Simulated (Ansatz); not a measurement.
Runs of Ansatz 0.2.0 on Re. It takes space group P6_3/mmc (No. 194, hexagonal). Conventional cell: a = 2.766 Å, b = 2.766 Å, c = 8.939 Å, α = 90.00°, β = 90.00°, γ = 120.00°. Around Re (site symmetry -6m2) lie 12 Re at 2.75 to 2.77 Å. Re (site symmetry -3m) is surrounded by 12 Re at 2.75 to 2.77 Å. 

| task | level | k mesh | cutoff (eV) | points for each segment of the path | atoms under strain | gap on the mesh (eV) | pressure (GPa) |
| --- | --- | --- | --- | --- | --- | --- | --- |
| band structure | PBEsol | 11 × 11 × 3 | 420 | 14 | - | none | (a) |
| elastic constants | r2SCAN | 9 × 9 × 3 | 500 | - | clamped | none | -3.1 |
| band structure | r2SCAN | 11 × 11 × 3 | 500 | 14 | - | none | -3.2 |
| band structure | RPBE | 11 × 11 × 3 | 420 | 14 | - | none | 7.2 |

Alike in all rows: potentials or basis Ansatz PAW; no spin polarisation; cell as given; smearing fermi-dirac 0.05 eV.

Problem. Fill in the values left out.

Solution. (a) -6.8.

Caveats: the PAW data sets come from PBE, with cores solved anew for the run's functional, which leaves a small shift of forces and pressure; spin-orbit coupling is left out, which moves the levels of the heavy elements (some runs); the cell is more than 3 GPa from zero pressure, which shifts response properties (some runs); elastic constants of metals need much finer meshes, so these are rough (some runs).

A k mesh can miss the band edges, and the runs leave out spin-orbit coupling on Re.

A gap of «none» marks a metal or a gap under the smearing width.

Runs at the PBE level aren't shown here.
